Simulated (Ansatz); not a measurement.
Input of an Ansatz 0.2.0 run:

File input.yaml:

```yaml
crystal:
  lattice:
    - [2.7058, 0.0, 0.0]
    - [-1.3529, 2.3432915376, 0.0]
    - [0.0, 0.0, 4.2819]
  atoms:
    - { symbol: Ru, position: [0.6666666667, 0.3333333333, 0.75] }
    - { symbol: Ru, position: [0.3333333333, 0.6666666667, 0.25] }
kpoints:
  mp_grid: { grid: [11, 11, 6] }
scf:
  occupations: { method: gaussian, width: 0.013 }
hamiltonian:
  xc: pbe
  pseudopotentials: { kind: all_electron, lapw: { basis_error: 0.001 } }
output:
  forces: true
  stress: true
  eigenvalues: true
```

Potentials or basis: all-electron LAPW, scalar-relativistic.

Command:

```sh
$ ansatz run input.yaml --threads 1 --pin off --max-ram 3072MiB --backend cpu --events-out ev --progress --plain --runs-dir out
```

**Question.** Estimate the pressure.

**Answer.** 4.4 GPa.

**Question.** Predict the band gap on the k mesh.

**Answer.** None (metal or under the smearing width).
